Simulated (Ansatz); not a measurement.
# ZrB₂: levels along high-symmetry lines

```xyz
3
Lattice="3.1650 0.0000 0.0000 -1.5825 2.7410 0.0000 0.0000 0.0000 3.5200" Properties=species:S:1:pos:R:3 pbc="T T T"
Zr    0.0000    0.0000    0.0000
B     0.0000    1.8273    1.7600
B     1.5825    0.9137    1.7600
```

Atoms are numbered in the order listed.

The cell is COD entry 1510856, as deposited and not checked against the literature; nothing was relaxed.

The calculation used DFT, PBE, all-electron LAPW, scalar-relativistic in Ansatz 0.2.0.

Sampling and basis: a Γ-centred 13×13×10 k mesh, Fermi–Dirac smearing of 0.03 eV, basis error target 1 meV/atom, no spin polarisation.

Points in fractions of the reciprocal vectors of this cell: Γ (0, 0, 0), M (0.5, 0, 0), K (0.333, 0.333, 0), A (0, 0, 0.5), L (0.5, 0, 0.5), H (0.333, 0.333, 0.5). The path joins them by straight lines in the order Γ–M–K–Γ–A–L–H–A–L; legs that retrace an earlier one aren't tabulated. Energies are in eV from the Fermi level.

Task: Metal or insulator at this level of theory?

Result: No gap opens: metallic or semimetallic.

Task: Tabulate bands 18 to 22, counted from the lowest band of the run, along the path.

Result: 
| k (1/Å) | point | band 18 | band 19 | band 20 | band 21 | band 22 |
| --- | --- | --- | --- | --- | --- | --- |
| 0.00 | Γ | -2.78 | -2.71 | -2.45 | 3.31 | 3.31 |
| 0.29 |  | -2.78 | -2.77 | -2.43 | 2.76 | 3.12 |
| 0.57 |  | -3.39 | -2.88 | -2.14 | 2.06 | 2.71 |
| 0.86 |  | -3.86 | -3.09 | -2.54 | 2.35 | 2.55 |
| 1.15 | M | -4.02 | -3.19 | -2.82 | 2.13 | 2.21 |
| 1.31 |  | -4.10 | -3.93 | -1.94 | 0.66 | 3.84 |
| 1.48 |  | -5.21 | -3.66 | -0.83 | -0.65 | 3.02 |
| 1.64 |  | -6.33 | -3.20 | -1.74 | 0.39 | 2.12 |
| 1.81 | K | -7.06 | -2.58 | -2.58 | 1.46 | 1.46 |
| 2.14 |  | -5.68 | -3.49 | -0.85 | 0.32 | 0.89 |
| 2.47 |  | -3.93 | -3.47 | -1.24 | 1.28 | 1.34 |
| 2.80 |  | -2.88 | -2.86 | -2.30 | 2.62 | 2.93 |
| 3.13 | Γ | -2.78 | -2.71 | -2.45 | 3.31 | 3.31 |
| 3.35 |  | -2.63 | -2.63 | -1.29 | 2.32 | 2.32 |
| 3.58 |  | -2.20 | -2.20 | -0.02 | 1.17 | 1.17 |
| 3.80 |  | -1.56 | -1.56 | 0.44 | 0.44 | 1.19 |
| 4.02 | A | -1.10 | -1.10 | 0.19 | 0.19 | 0.66 |
| 4.31 |  | -2.79 | -2.38 | -0.34 | 1.10 | 1.44 |
| 4.60 |  | -4.88 | -3.68 | -1.71 | 2.35 | 2.56 |
| 4.88 |  | -4.49 | -4.48 | -2.28 | 3.38 | 3.45 |
| 5.17 | L | -4.76 | -4.27 | -2.11 | 3.68 | 3.99 |
| 5.34 |  | -4.82 | -4.11 | -2.18 | 3.72 | 4.31 |
| 5.50 |  | -4.92 | -3.68 | -2.37 | 3.82 | 5.03 |
| 5.67 |  | -5.01 | -3.15 | -2.60 | 3.95 | 5.62 |
| 5.83 | H | -5.05 | -2.80 | -2.80 | 4.02 | 5.97 |
| 6.16 |  | -4.86 | -3.40 | -2.83 | 3.54 | 4.92 |
| 6.49 |  | -5.02 | -4.11 | -2.09 | 2.46 | 3.32 |
| 6.82 |  | -3.09 | -2.66 | -0.57 | 1.23 | 1.82 |
| 7.16 | A | -1.10 | -1.10 | 0.19 | 0.19 | 0.66 |
